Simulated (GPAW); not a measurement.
Runs of GPAW 26.7.0 on CuI (Marshite). The structure is cubic, space group F-43m (No. 216). The conventional cell has a = 6.063 Å, b = 6.063 Å, c = 6.063 Å, α = 90.00°, β = 90.00°, γ = 90.00°. I (site symmetry -43m) is surrounded by 4 Cu at 2.63 Å. Cu (site symmetry -43m) has 4 I at 2.63 Å as nearest neighbours. 

```csv
task,level,potentials or basis,cell,smearing,eigensolver,optimizer,fmax,max steps,convergence,gap on the mesh (eV),pressure (GPa)
single point,RPBE,"the program's PAW data sets (release 1.2.1) made for this functional, pw",as given,gaussian 0.1 eV,-,-,-,-,-,1.28,3.0
relaxation of cell and atoms,BLYP,"PAW data sets generated in the run's folder for this functional, pw",relaxed,fermi-dirac 0.05 eV,davidson,BFGS,0.05 eV/Å,100,density=1e-05 forces=0.0001,0.93,0.0
single point,PBEsol,"PAW data sets generated in the run's folder for this functional, pw",as given,gaussian 0.02 eV,-,-,-,-,-,1.03,(a)
band structure,r2SCAN,"GPAW PAW data sets (gpaw-data 1.2.1), pw",as given,fermi-dirac 0.05 eV,-,-,-,-,-,1.60,-0.3
single point,LDA,"the program's PAW data sets (release 1.2.1) made for this functional, pw",as given,gaussian 0.02 eV,-,-,-,-,-,(b),(c)
```

Alike in all rows: no spin polarisation; k mesh 8 × 8 × 8; cutoff (eV) 600.

Problem. Fill in the values left out.

Solution. (a) -1.9; (b) 0.96; (c) -3.9.

Caveats: with this Cu data set, volumes or pressures lay over 1.5 % or 2 GPa off other programs in two to four cells of ten; spin-orbit coupling is left out, which moves the levels of the heavy elements; later steps reuse the first step's grids (some runs); the PAW data sets were made with another functional, which shifts forces and pressure a little (some runs).

A k mesh can miss the band edges, and the runs leave out spin-orbit coupling on I.

Runs at the PBE level aren't shown here.
